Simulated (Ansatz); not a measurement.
# PtSe2: band gap under strain

How does strain move the band edges of PtSe2, CdI2 type, and do the functionals agree on it? States: +4.7 % shear in the xy plane; -3.1 % strain along x alone.

The runs shown are made with Ansatz 0.2.0. PAW datasets, plane waves. (Simulation; spin polarisation is off.)

### Step 1. Starting point

The unstrained cell was relaxed with r2SCAN+rVV10; in each strained cell the atoms were relaxed again with r2SCAN+rVV10. Names of k-points are those of the unstrained zone, where strain can split equivalent points. First state: +4.7 % shear in the xy plane.

It is triclinic, P-1 (No. 2); conventional cell a = 3.653 Å, b = 3.730 Å, c = 5.277 Å, α = 90.0°, β = 90.0°, γ = 118.0°, 21.17 Å³ an atom. Near Pt stand 6 Se at 2.50–2.53 Å; near Se stand 3 Pt at 2.50–2.53 Å.

As a file:

```cif
data_structure
_symmetry_space_group_name_H-M 'P-1'
_symmetry_Int_Tables_number 2
_cell_length_a 3.6525
_cell_length_b 3.7297
_cell_length_c 5.2772
_cell_angle_alpha 90.000
_cell_angle_beta 90.000
_cell_angle_gamma 117.954
_cell_volume 63.50
loop_
_atom_site_label
_atom_site_type_symbol
_atom_site_symmetry_multiplicity
_atom_site_Wyckoff_symbol
_atom_site_fract_x
_atom_site_fract_y
_atom_site_fract_z
_atom_site_occupancy
Pt1 Pt 1 a 0.00000 0.00000 0.00000 1
Se1 Se 2 i 0.33370 0.65994 0.75355 1
```

### Step 2. +4.7 % shear in the xy plane: PBE

input.yaml

```yaml
crystal:
  lattice:
    - [3.7286503637, 0.0881825811, 0.0]
    - [-1.7879568265, 3.1850146463, 0.0]
    - [0.0, 0.0, 5.2771566385]
  atoms:
    - { symbol: Pt, position: [0.0, 0.0, 0.0] }
    - { symbol: Se, position: [0.3400630707, 0.6663041505, 0.2464462418] }
    - { symbol: Se, position: [0.6599369293, 0.3336958495, 0.7535537582] }
kpoints:
  mp_grid: { grid: [12, 12, 6] }
  band_path:
    path:
      - [0.0, 0.0, 0.0]
      - [0.5, 0.0, 0.0]
      - [0.3333333333, 0.3333333333, 0.0]
      - [0.0, 0.0, 0.5]
      - [0.5, 0.0, 0.5]
      - [0.3333333333, 0.3333333333, 0.5]
      - [0.3, 0.3, 0.0]
      - [0.0, 0.25, 0.3333333333]
    npoints: 1
hamiltonian:
  xc: pbe
scf:
  occupations: { method: fermi_dirac, width: 0.02 }
  n_extra_bands: 4
output:
  forces: true
  stress: true
  eigenvalues: true
```

Further steps of the session: +4.7 % shear in the xy plane: r2SCAN; +4.7 % shear in the xy plane: HSE06; -3.1 % strain along x alone: PBE; -3.1 % strain along x alone: r2SCAN; -3.1 % strain along x alone: HSE06.

**Question.** What will these runs give?

**Answer**, as computed:

Least gap in eV (negative: overlap):

| state | PBE | r2SCAN | HSE06 |
| --- | --- | --- | --- |
| +4.7 % shear in the xy plane | -0.24 | -0.12 | 0.07 |
| -3.1 % strain along x alone | -0.28 | -0.14 | – |

What this shows: Spin-orbit coupling is left out of the table, though the cell holds Pt (Z = 78); in an element this heavy it can shift bands and gaps by tenths of an eV.
